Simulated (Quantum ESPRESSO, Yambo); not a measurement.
# BN (Qingsongite): G0W0 on several meshes in Yambo, part 2 of 2

How does the mesh move the gap of BN (Qingsongite)?

Quantum ESPRESSO 7.5 and Yambo 5.3.0; PBE and many-body steps on it, plane waves. Known limits of the many-body steps: not at the basis limit; coarse k mesh.

So far. Step 5 (Empty states on the mesh, 8×8×8 mesh, 39 bands): On this mesh the gap is 4.535 eV. Step 7 (8×8×8): Against G0W0 in Yambo (4×4×4 mesh, 39 bands, screening to 210.9 eV, Godby-Needs plasmon pole), the gap moves by +0.047 eV.

## 8. Empty states on the mesh, 10×10×10 mesh, 39 bands

This step: Quantum ESPRESSO 7.5; DFT, PBE, plane waves, norm-conserving pseudopotentials.

pw.in reads:

```
&control
  calculation = 'nscf'
  prefix = 'x'
  outdir = 'o'
  pseudo_dir = 'pseudo'
/
&system
  ibrav = 0
  nat = 2
  ntyp = 2
  ecutwfc = 72.0
  nbnd = 39
  force_symmorphic = .true.
/
&electrons
  conv_thr = 1e-9
  electron_maxstep = 80
  diago_full_acc = .true.
  diago_thr_init = 5e-6
/
ATOMIC_SPECIES
  B 10.81 B.upf
  N 14.007 N.upf
CELL_PARAMETERS angstrom
  -0.0000000000 1.8075000000 1.8075000000
  1.8075000000 0.0000000000 1.8075000000
  1.8075000000 1.8075000000 -0.0000000000
ATOMIC_POSITIONS crystal
  B 0.0000000000 0.0000000000 0.0000000000
  N 0.2500000000 0.2500000000 0.2500000000
K_POINTS automatic
  10 10 10 0 0 0
```

Launch:

```console
$ OMP_NUM_THREADS=1 mpirun -n 8 pw.x -nk 4 -in pw.in > pw.out
```

Log:

```text
[banner, memory and clock lines left out]
Program PWSCF v.7.5 starts

     Atomic positions and unit cell read from directory:
     o/x.save/

     Message from routine setup:
     using ibrav=0 with symmetry is DISCOURAGED, use correct ibrav instead

     bravais-lattice index     =            0
     lattice parameter (alat)  =       4.8305  a.u.
     unit-cell volume          =      79.7006 (a.u.)^3
     number of atoms/cell      =            2
     number of atomic types    =            2
     number of electrons       =         8.00
[...]
k = 0.0707 0.0707-0.0707 (   845 PWs)   bands (ev):

[...]
109.6499 110.4485 110.4485 111.6840 111.6840 114.6691 116.3565

          k = 0.1414 0.1414-0.1414 (   827 PWs)   bands (ev):

[...]
56.0405  56.0678  71.7963  71.7963  81.9642  82.2230  82.2230  86.9470
    87.2613  87.2613  87.4393  93.5765  98.0002  98.0002 101.8194 101.8194
   105.9608 105.9608 106.5337 108.9469 109.1897 109.1897 110.5858

          k = 0.2121 0.2121-0.2121 (   827 PWs)   bands (ev):

     [... further k-points ...]

     highest occupied, lowest unoccupied level (ev):    11.1555   15.6904

     XML data file, pseudopotentials, collected wavefunctions
```

The job ended after 2.4 s (8 MPI ranks of Arm Neoverse V1, shared host; peak memory 0.32 GiB; 18 s of CPU time).

This step gave:

```
gap                                                           : 4.535 eV
k of the valence top                                          : 0, 0, 0
k of the conduction bottom                                    : 0, -0.5, -0.5
least direct gap                                              : 8.878 eV
k points computed                                             : 47
lowest point of the top converged band, above the valence top : 98.9299 eV
```

On this mesh the gap is 4.535 eV.

## 9. Conversion and set-up

This step: Yambo 5.3.0; conversion and set-up on PBE, plane waves, norm-conserving pseudopotentials.

Launch:

```console
$ (cd o/x.save; p2y > p2y.log; mv SAVE ../..); yambo > setup.log
```

Log:

```text
 Yambo, version 5.3.0

 [02] CORE Variables Setup
 =========================

  [02.01] Unit cells
  ==================

  Cell kind             :  FCC
  Atoms in the cell     :  B  N
  number of B  atoms    :  1
  number of N  atoms    :  1

  List of atomic masses
  Mass of B     :  10.81000
  Mass of N     :  14.00700

  List of atomic coordinates    : [cc]
  B1       :  0.000000  0.000000  0.000000  order 1
  N1       :  1.707840  1.707840  1.707840  order 2

  Alat factors          :  3.415680  3.415680  3.415680 [a.u.]
  Direct lattice volume :  79.70059 [a.u.]
[...]
Q [ 1]         [rlu]:  0.000000  0.000000  0.000000
 Q [ 2]         [rlu]: -0.95704E-17 -0.95704E-17  0.10000
 Q [ 3]         [rlu]: -0.16719E-16 -0.16719E-16  0.20000
[...]
Q [ 8]         [rlu]: -0.10781E-16  0.10000      0.20000
 Q [ 9]         [rlu]: -0.16307E-17  0.10000      0.30000
 Q [10]         [rlu]:  0.86048E-18  0.10000      0.40000
     [... 35 further rows ...]
 Q [46]         [rlu]:  0.200000  0.400000 -0.300000
 Q [47]         [rlu]:  0.200000 -0.500000 -0.300000

  [03.01] X indexes
  =================

   [03.01.01] Sigma indexes
   ========================

 [06] Game Over & Game summary
```

It took 2.3 s on 1 MPI rank; peak memory 0.24 GiB.

## 10. 10×10×10

This step: G0W0 on PBE, plane waves, norm-conserving pseudopotentials.

gw15.in reads:

```
HF_and_locXC
gw0
dyson
ppa
em1d
rim_cut
RandQpts= 1000000
RandGvec= 1 RL
EXXRLvcs= 72 Ry
VXCRLvcs= 288 Ry
Chimod= "HARTREE"
% BndsRnXp
 1 | 39 |
%
NGsBlkXp= 15.5 Ry
% LongDrXp
 1 | 1 | 1 |
%
% GbndRnge
 1 | 39 |
%
DysSolver= "n"
ExtendOut
PPAPntXp= 27.21138 eV
% QPkrange
 1 | 1 | 3 | 6 |
 31 | 31 | 3 | 6 |
%
```

Launch:

```console
$ OMP_NUM_THREADS=1 mpirun -n 8 yambo -F gw15.in -J gw15 -C gw15 > gw15.log
```

Log:

```text
 Yambo, version 5.3.0

 [02] CORE Variables Setup
 =========================

  [... cell, symmetries and grids as in the set-up ...]

  [02.05] Energies & Occupations
  ==============================

  [X] === General ===
  [X] Electronic Temperature                        :  0.000000  0.000000 [eV K]
  [X] Bosonic    Temperature                        :  0.000000  0.000000 [eV K]
  [X] Finite Temperature mode                       : no
  [X] El. density                                   :  0.67737E+24 [cm-3]
[...]
QP @ state[ 1 ] b range                          :   3   6
   QP @ state[ 2 ] K range                          :  31  31
   QP @ state[ 2 ] b range                          :   3   6
   GF energies kind                                 : Perdew, Burke & Ernzerhof(X)+Perdew, Burke & Ernzerhof(C)
   GF WF`s kind                                     : Perdew, Burke & Ernzerhof(X)+Perdew, Burke & Ernzerhof(C)
   Xs energies kind                                 : Perdew, Burke & Ernzerhof(X)+Perdew, Burke & Ernzerhof(C)
   Xs WF`s kind                                     : Perdew, Burke & Ernzerhof(X)+Perdew, Burke & Ernzerhof(C)

 [11] Game Over & Game summary
```

It took 79 s on 8 MPI ranks; peak memory 2.6 GiB; 10 min of CPU time.

This step gave:

```yaml
g0w0_gap_on_the_points_computed: 5.922 eV
starting_gap_on_the_mesh: 4.535 eV
k_of_the_valence_top: 0, 0, 0
k_of_the_conduction_bottom: 0, -0.5, -0.5
least_direct_g0w0_gap_on_the_computed_points: 10.88 eV
```

Against G0W0 in Yambo (4×4×4 mesh, 39 bands, screening to 210.9 eV, Godby-Needs plasmon pole), the gap moves by +0.047 eV.

## 11. The runs together

Times are wall times on 8 MPI ranks of Arm Neoverse V1, shared host, good to a factor of about two.

| run | mesh | bands | screening cutoff (eV) | DFT gap (eV) | gap on the mesh (eV) | direct (eV) | time |
| --- | --- | --- | --- | --- | --- | --- | --- |
| 4×4×4 | 4×4×4 | 39 | 210.9 | 4.535 | 5.875 | 10.840 | 4.4 s |
| 8×8×8 | 8×8×8 | 39 | 210.9 | 4.535 | 5.922 | 10.881 | 28 s |
| 10×10×10 | 10×10×10 | 39 | 210.9 | 4.535 | 5.922 | 10.881 | 79 s |

## 12. Results

```yaml
4x4x4: 5.875 eV
8x8x8: 5.922 eV
10x10x10: 5.922 eV
known_limits: not at the basis limit; coarse k mesh
```

**Reading.** 8×8×8: +0.047 eV against 4×4×4. 10×10×10: +0.047 eV against 4×4×4. Bands and cutoff are finite, so the gap is not at the basis limit. The miss can reach some tenths of an eV and take either sign; the mesh is an error of its own. In the G0W0 runs levels were corrected at 2 k points alone, so a gap called «on the mesh» is the least over those, and an edge elsewhere would be missed. The 4×4×4 mesh is coarse for this cell, which bears on the long-range parts of exchange and screening.

[Paths, hosts, dates, memory and timing lines, banners, echoed tables and standing remarks are left out of the program output.]

[Logs are printed without paths, hosts, clocks, repeated set-up lines and the standing remarks that a program may print on its own settings, such as how far it seeks lower states.]

[Runs of the session that timed out or met a known fault of the program may be left out.]

[Hosts, paths, dates, database ids (printed as entryN), source tags and the programs' standing remarks are cut or masked in the printed files.]
